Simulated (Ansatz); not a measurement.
Take NaCl in the rock salt structure (space group Fm-3m, No. 225) as the base.

Space group Fm-3m (No. 225); a = 5.6958 Å, b = 5.6958 Å, c = 5.6958 Å, α = 90.00°, β = 90.00°, γ = 90.00°

```
atom  site  symmetry       x       y       z
----  ----  --------  ------  ------  ------
Na      4a      m-3m  0.0000  0.0000  0.0000
Cl      4b      m-3m  0.5000  0.5000  0.5000
```
(The calculation used a cell of 2 atoms; values per cell refer to that cell.)

All numbers come from PBE, PAW, 420 eV (Ansatz, a program for electronic structure; no spin-orbit coupling).

Perturbation: full substitution Cl → F; the structure is relaxed again.

Measured band gap: NaCl 8.97 eV (0 K or low temperature; as listed in Wei Chen et al., Physical Review Materials (2018)); NaF 11.7 eV (temperature not stated; as listed in David Koller, Peter Blaha, Fabien Tran, Journal of Physics Condensed Matter (2013)).

Measured lattice parameter a: NaCl 5.569 Å (static lattice; corrected from measurement; as listed in Daniel Mejia-Rodriguez, S. B. Trickey, Phys. Rev. B (2018)); NaF 4.582 Å (static lattice; corrected from measurement; as listed in Daniel Mejia-Rodriguez, S. B. Trickey, Phys. Rev. B (2018)).

How well does PBE reproduce the measured shift?

With PBE the band gap moves by +1.09 eV (5.00 → 6.09) against +2.73 eV measured; the lattice parameter a moves by -0.994 Å (5.696 → 4.701) against -0.987 Å measured.

Whether these cells are dynamically stable was not tested.
